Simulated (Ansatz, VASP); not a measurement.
# K (K(100)) in two plane-wave programs, part 2 of 2

Aim: how closely do two programs agree when they are given the same cell, functional and k mesh?  Other levels of theory on this material are compared in a session of their own.

VASP 6.6.1 and Ansatz 0.2.0.

So far: The starting structure; VASP: single point, RPBE.

## 3. Ansatz: single point, RPBE

Level of this step: Ansatz beside VASP: Kohn-Sham DFT, plane waves, RPBE (Ansatz).

Ansatz runs on its default PAW (the set named soft_2) files.

The same cell, functional, mesh and smearing now go to Ansatz, which takes its cutoff from its data sets.

input.yaml

```yaml
crystal:
  lattice:
    - [5.23, 0.0, 0.0]
    - [0.0, 5.23, 0.0]
    - [0.0, 0.0, 33.69]
  atoms:
    - { symbol: K, position: [0.0, 0.0, 0.267141585] }
    - { symbol: K, position: [0.5, 0.5, 0.3447610567] }
    - { symbol: K, position: [0.0, 0.0, 0.4223805283] }
    - { symbol: K, position: [0.5, 0.5, 0.5] }
    - { symbol: K, position: [0.0, 0.0, 0.5776194717] }
    - { symbol: K, position: [0.5, 0.5, 0.6552389433] }
    - { symbol: K, position: [0.0, 0.0, 0.732858415] }
hamiltonian:
  xc: rpbe
  pseudopotentials: { kind: paw }
kpoints:
  mp_grid: { grid: [5, 5, 1] }
scf:
  occupations: { method: methfessel_paxton, width: 0.1 }
  n_extra_bands: 5
efield:
  axis: 3
  dipole_correction: true
  ramp_width: 0.04
output:
  forces: true
  eigenvalues: true
  write_density: true
  write_potential: true
  elf: true
  volumetric_format: npy
```

On the command line:

```bash
$ ansatz run input.yaml --threads 4 --pin off --max-ram 9216MiB --backend cpu --events-out ev --progress --plain --runs-dir out
```

Numbers of over 12 decimals in the logs are rounded to 6 here.

What it wrote:

```text
scf.n_extra_bands = 5 over 32 filled bands (N_el = 63.0): the run solves 37 bands
Engine: ansatz 0.2.0, aarch64-unknown-linux-gnu
Pseudopotentials: kind: paw
Pseudopotential: K, paw, valence charge 9, recommended cutoff 420 eV (normal), K.paw.azcp
Functional definition: RPBE
  parameter kappa = 0.804
  parameter beta = 0.066725
  exchange = rpbe_x(kappa = kappa, mu = beta*pi^2/3)
  correlation = pbe_c(beta = beta)
Crystal: 7 atoms, lattice volume = 921.519 Å³
Basis set: ecut = 420 eV, 18073 PW (Γ), exchange–correlation on 72×72×480 points (8 copies of the dense FFT grid, shifted against one another)
Bands: 37, of which v1, the nominal top of the filled ones, is band 32 counted from 1 (31 counted from 0)
Symmetry: 8 space group operations
k-points: 6 of 25
Non-local potential: K, projectors of the file, l = 0: 3, l = 1: 2, l = 2: 2
PAW form: soft (Blöchl's): semilocal exchange-correlation on the pseudo side does not see the compensation charge
PAW frozen core: K, regenerated for the run's functional, and the local potential with it (the file was generated under x = pbe(κ = 0.804, μ = 0.219515), c = pbe(β = 0.066725))
PAW one-centre angular grid: K, 110 points (default); XC on 64 Gauss nodes
Initial density: superposition of atomic densities (neutral atoms: chi_scale 0, normalization atom), corrected by the library's trained network
Initial wavefunctions: pseudopotential atomic-orbital guess
Functional: x = rpbe, c = pbe(β = 0.066725)
SCF iter   1: F=—  HF=-10794.168096 eV  |F-HF|=—  |Δ(HF+E_count)|=         —  Δρ=1.17e-3  dr2=4.40e-2  ethr=1.77e-3  p=0.000 e·Å  D=1.98e-14 V/Å  ΔV_dip=-0.00 eV  dr2_dipole=5.23e-7  V_vac-E_F(+/−)=2.09/2.09 eV  ⟨swp⟩=11.5  Hψ=1040  notcnv=0
efield: sawtooth ramp at fractional position 0.9800 (placed from the atoms, in the widest stretch of the axis that holds none; the zero of the levels goes with the place), width 0.0400; the density the first Hamiltonian is built on has a dipole p = 0.000 e·Å; the dipole correction subtracts the counter field D = 1.98e-14 V/Å, which shifts the + side's vacuum level by -0.00 eV against the − side's; the planar-averaged density in the ramp window peaks in size at 2.1e-6 e/Å³
preconditioner: auto → LDOS  [metal: Δε(μ)=0.059 eV  Ē_g=1.566 eV  σ=0.100 eV  W_gap=0.43  n_scr=90 (ndim 8)  ℏωp=3.2 eV  f_vac=0.412  D(μ)=7.47/eV (n_scr^D=16)  β→1.0]
SCF iter   2: F=—  HF=-10794.172574 eV  |F-HF|=—  |Δ(HF+E_count)|=   4.48e-3  S|Δr|=    0.00e0  Δρ=2.66e-4  dr2=5.29e-3  ethr=6.99e-5  p=-0.000 e·Å  D=-2.68e-6 V/Å  ΔV_dip=0.00 eV  dr2_dipole=3.43e-7  V_vac-E_F(+/−)=2.11/2.11 eV  ⟨swp⟩=2.2  Hψ=310  notcnv=0
SCF iter   3: F=—  HF=-10794.172949 eV  |F-HF|=—  |Δ(HF+E_count)|=   3.75e-4  S|Δr|=    0.00e0  Δρ=2.50e-4  dr2=1.09e-3  ethr=8.40e-6  p=-0.000 e·Å  D=-8.41e-7 V/Å  ΔV_dip=0.00 eV  dr2_dipole=1.88e-9  V_vac-E_F(+/−)=2.12/2.12 eV  ⟨swp⟩=2.2  Hψ=372  notcnv=0
SCF iter   4: F=—  HF=-10794.172796 eV  |F-HF|=—  |Δ(HF+E_count)|=   1.53e-4  S|Δr|=    0.00e0  Δρ=6.95e-5  dr2=1.75e-4  ethr=1.72e-6  p=-0.000 e·Å  D=-2.77e-7 V/Å  ΔV_dip=0.00 eV  dr2_dipole=1.46e-10  V_vac-E_F(+/−)=2.12/2.12 eV  ⟨swp⟩=2.0  Hψ=371  notcnv=0
SCF iter   5: F=—  HF=-10794.172790 eV  |F-HF|=—  |Δ(HF+E_count)|=   6.46e-6  S|Δr|=    0.00e0  Δρ=1.97e-5  dr2=8.78e-6  ethr=2.77e-7  p=0.000 e·Å  D=7.78e-8 V/Å  ΔV_dip=-0.00 eV  dr2_dipole=1.07e-9  V_vac-E_F(+/−)=2.13/2.13 eV  ⟨swp⟩=2.0  Hψ=375  notcnv=0
SCF iter   6: F=—  HF=-10794.172706 eV  |F-HF|=—  |Δ(HF+E_count)|=   8.38e-5  S|Δr|=    0.00e0  Δρ=6.25e-6  dr2=1.64e-6  ethr=1.39e-8  p=0.000 e·Å  D=6.85e-8 V/Å  ΔV_dip=-0.00 eV  dr2_dipole=2.19e-10  V_vac-E_F(+/−)=2.13/2.13 eV  ⟨swp⟩=2.2  Hψ=376  notcnv=0
SCF iter   7: F=-10794.172708 eV  HF=-10794.172707 eV  |F-HF|=1.61e-8  |Δ(HF+E_count)|=   1.26e-6  S|Δr|=    0.00e0  Δρ=1.55e-6  dr2=8.89e-8  ethr=1.59e-10  p=0.000 e·Å  D=1.34e-9 V/Å  ΔV_dip=-0.00 eV  dr2_dipole=4.23e-13  V_vac-E_F(+/−)=2.13/2.13 eV  ⟨swp⟩=17.8  Hψ=1995  notcnv=0
SCF 1 converged in 7 iterations: F = -10794.172708 eV  dr2 = 8.89e-8
  greatest PAW one-centre occupation: 0.989 electrons in one spin orbital (limit 2), on the K atom at site 3 (counted from 0), in its partial waves of l = 0
WARN: The output density's exchange-correlation potential varies sharply where the density is thin. Do not read a vacuum level from v_tot or v_xc, or from such a field of the output density. On a cell that repeats whose density bears no net charge and no dipole along the vacuum's axis use v_es (v_loc + v_h of the components); under efield.dipole_correction with no amplitude use v_es + v_field, which holds any externa [...]
SCF converged after 7 iterations
Stability not checked: this state was not tested for a lower state beside it, because cold or Methfessel-Paxton smearing, or corrected tetrahedra, fill the levels in a way that the test cannot read (fill_not_monotonic; see scf.lower_state_search)
Free energy (F): -10794.172708 eV
Harris-Foulkes:  -10794.172707 eV  (|F-HF|=1.61e-8)
Internal energy: -10794.171708 eV  (E = F + TS)
E sigma→0 (E₀):  -10794.172458 eV
Entropy (-TS):   -0.000999 eV (-0.143 meV/atom)
Fermi energy:    0.188102 eV
Dipole field:    D = 0.000000 V/Å  (p = 0.000002 e·Å, saw-weighted, corrected)
Work function:   Φ+ = 2.1278 eV   Φ− = 2.1279 eV
Levels:          The Fermi level and band energies are counted from a zero that moves with the ramp; work functions are not
--- Per-component energies (eV) ---
  E_band       = -1111.052309
  E_kinetic    = 1766.799421
  E_local      = -20911.071430  (includes V_loc(G=0)·N_el)
  E_nonlocal   = 84.439505
  E_hartree    = 9645.215636
  E_xc         = -941.937925
  E_vxc        = -1143.731833  (∫ρ·V_xc dr)
  E_paw        = -5497.330330  (= ΣΔE_a)
  E_vpaw       = -197.946186  (= ΣTr[D̂ρ^β])
  E_aug_tail   = -0.000024  (compensation charges beyond the density's cutoff)
  E_efield     = 0.000000  (sawtooth field / dipole correction)
  E_vefield    = 0.000000  (∫n·V_field dr)
  E_ewald      = 5060.058575
  E_core_change = -0.345137  (= ΣΔE_core)
  E_smearing   = -0.000999  (= −TS)
  E_closure    = 0.000000  (closes the sum)
  Σ components = -10794.172708   (vs F -10794.172708, Δ=0.00e0)
--- Forces (eV/Å), atoms counted from 1 ---
  atom   1  K      0.00000000     0.00000000    -0.08114497
  atom   2  K     -0.00000000     0.00000000     0.00027284
  atom   3  K     -0.00000000     0.00000000     0.00466167
  atom   4  K     -0.00000000     0.00000000    -0.00000009
  atom   5  K      0.00000000     0.00000000    -0.00466178
  atom   6  K      0.00000000     0.00000000    -0.00027280
  atom   7  K     -0.00000000     0.00000000     0.08114507
  max |Σ_I F_I| component: 7.35e-8 eV/Å
--- Band table (eV; the first three rows and the last of 6) ---
  k-point 0: bands = [... 28 lower, -1.9643, -1.6910, -1.2343, -0.6602, -0.0112, 0.6207, 1.2132, 1.7305, ... 1 higher]
  k-point 1: bands = [... 28 lower, -1.7145, -1.4464, -0.9982, -0.4349, 0.2012, 0.8169, 1.2474, 1.4465, ... 1 higher]
  k-point 2: bands = [... 28 lower, -0.9969, -0.7443, -0.3222, 0.0875, 0.2034, 0.3206, 0.6807, 0.8324, ... 1 higher]
  k-point 5: bands = [... 28 lower, -0.1172, 0.1247, 0.5230, 0.8199, 0.9114, 0.9995, 1.0655, 1.0917, ... 1 higher]
```

Wall time 6 s (4 threads of Arm Neoverse V2, shared host); peak memory 1.1 GiB.

The column dr2 measures how far the density is from self-consistency, as an energy; F and HF (Harris–Foulkes) agree once it is small.

## 4. Side by side

Known differences besides the potentials themselves: the data sets hold 63 valence electrons in Ansatz (default PAW (the set named soft_2) files) and 49 in VASP; the cutoff is 420 eV in Ansatz and 350 eV in VASP (PREC = Normal); Ansatz makes its cores anew for this functional, VASP keeps those of its PBE data sets; VASP leaves aspherical gradient terms in its spheres out (LASPH is not set), Ansatz keeps them. Total energies have different zeros and are not compared.

Compared:

```csv
quantity,Ansatz,VASP,difference
"work function, lower of the two faces (eV)",2.13,2.13,0.00
"work function, higher of the two faces (eV)",2.13,2.13,0.00
```

Forces (eV/Å; atoms numbered as in POSCAR):

```csv
atom,"Ansatz x, y, z","VASP x, y, z"
K1,"0.000, 0.000, -0.081","0.000, 0.000, -0.081"
K2,"0.000, 0.000, 0.000","0.000, 0.000, 0.001"
K3,"0.000, 0.000, 0.005","0.000, 0.000, 0.005"
K4,"0.000, 0.000, 0.000","0.000, 0.000, 0.000"
K5,"0.000, 0.000, -0.005","0.000, 0.000, -0.005"
K6,"0.000, 0.000, 0.000","0.000, 0.000, -0.001"
K7,"0.000, 0.000, 0.081","0.000, 0.000, 0.081"
```

The forces differ by 0.4 meV/Å r.m.s., which is 1.4 % of the r.m.s. force of 0.03 eV/Å (both taken over all components). VASP's log warns that it found no field-free region in the vacuum, so its work functions are uncertain.

## 5. Outcome

| Quantity | Value |
| --- | --- |
| difference in work function, higher of the two faces (single point, RPBE) | 0.0021 eV |

**Reading.** The difference in work function, higher of the two faces is 0.0021 eV (single point, RPBE). 3 further runs of this series are not shown here. How closely two codes agree says nothing of how well the functional describes the real material.

[Lines on the potential files, build, host, timing and source positions are cut from VASP's logs without a mark.]

[Logs are printed without paths, hosts, clocks, repeated set-up lines and the standing remarks that a program may print on its own settings, such as how far it seeks lower states.]

[Hosts, paths, dates, database ids (printed as entryN), source tags and the programs' standing remarks are cut or masked in the printed files.]
